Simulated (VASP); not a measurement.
# BiS: relaxation of cell and atoms with PBE

BiS:

```
Bi S
1.0
     2.10927    1.21779    3.50049
    -2.10927    1.21779    3.50049
     0.00000   -2.43558    3.50049
Bi S
1 1
Direct
  0.00000 0.00000 0.00000
  0.50000 0.50000 0.50000
```

The cell was built by a generator and needn't be a form met in nature.

```
Program                : VASP 6.6.1
Task                   : relaxation of cell and atoms
Functional             : PBE
Potentials or basis    : VASP PAW PBE potentials, release 54 (Bi, S)
Cutoff                 : 900 eV
k mesh                 : 8 × 8 × 8
Occupations            : fermi-dirac, width 0.05 eV
Spin                   : no spin polarisation
Further INCAR settings : ALGO = Normal; EDIFF = 1e-06; IBRION = 2; EDIFFG = -0.01; NSW = 40; ISIF = 3
```

The relaxed volume is 25.18 Å³/atom, the relaxed cell is a = 4.543 Å, b = 4.543 Å, c = 4.543 Å, α = 49.83°, β = 49.83°, γ = 49.83° and the space group after relaxing (to 0.05 Å) is R-3m (No. 166). The energy gained by relaxing is 58.3 meV/atom. The ionic steps are 14. The pressure after relaxing is 0.0 GPa. The band gap on the k mesh is none (metal or under the smearing width).

The path:
| step | energy change (eV) | largest force (eV/Å) | pressure (GPa) | volume (Å³) |
| --- | --- | --- | --- | --- |
| 1 | 0.0000 | 0.0000 | -1.51 | 53.95 |
| 2 | -0.0060 | 0.0000 | 0.72 | 51.99 |
| 3 | -0.0070 | 0.0000 | 0.06 | 52.53 |
| 4 | -0.0081 | 0.0000 | 0.07 | 52.50 |
| 5 | -0.0127 | 0.0000 | 0.10 | 52.42 |
| 6 | -0.0273 | 0.0000 | 0.05 | 52.21 |
| 7 | -0.0753 | 0.0000 | -0.16 | 51.68 |
| 8 | -0.1067 | 0.0000 | -0.50 | 50.18 |
| 9 | -0.1150 | 0.0000 | -0.43 | 50.88 |
| 10 | -0.1161 | 0.0000 | -0.44 | 50.74 |
| 11 | -0.1145 | 0.0000 | 0.66 | 49.67 |
| 12 | -0.1166 | 0.0000 | -0.08 | 50.38 |
| 13 | -0.1166 | 0.0000 | 0.05 | 50.34 |
| 14 | -0.1167 | 0.0000 | -0.01 | 50.36 |

Final structure:
```xyz
2
Lattice="1.9137 1.1049 3.9693 -1.9137 1.1049 3.9693 0.0000 -2.2098 3.9693" Properties=species:S:1:pos:R:3 pbc="T T T"
Bi    0.0000    0.0000    0.0000
S     0.0000    0.0000    5.9540
```

Levels at points of the mesh, in eV from the Fermi level:
| k point | band 2 | band 3 | band 4 | band 5 | band 6 | band 7 | band 8 | band 9 |
| --- | --- | --- | --- | --- | --- | --- | --- | --- |
| (0.00, 0.00, 0.00) | -9.19 | -4.81 | -2.54 | -2.54 | 3.08 | 3.08 | 3.29 | 4.28 |
| (0.50, 0.00, 0.00) | -11.55 | -3.56 | -2.62 | -2.62 | -2.17 | -0.44 | 0.05 | 6.67 |
| (0.50, 0.50, 0.00) | -10.46 | -6.66 | -5.44 | -3.89 | 2.37 | 2.75 | 3.21 | 4.45 |
| (0.50, 0.50, 0.50) | -12.57 | -2.19 | -2.19 | -1.10 | -0.18 | 1.23 | 1.23 | 7.15 |

Wall time 4.3 min on 1 thread of Intel(R) Xeon(R) 6975P-C (Granite Rapids) (shared host), peak memory 0.35 GiB.

Caveat: spin-orbit coupling is left out, which moves the levels of the heavy elements.
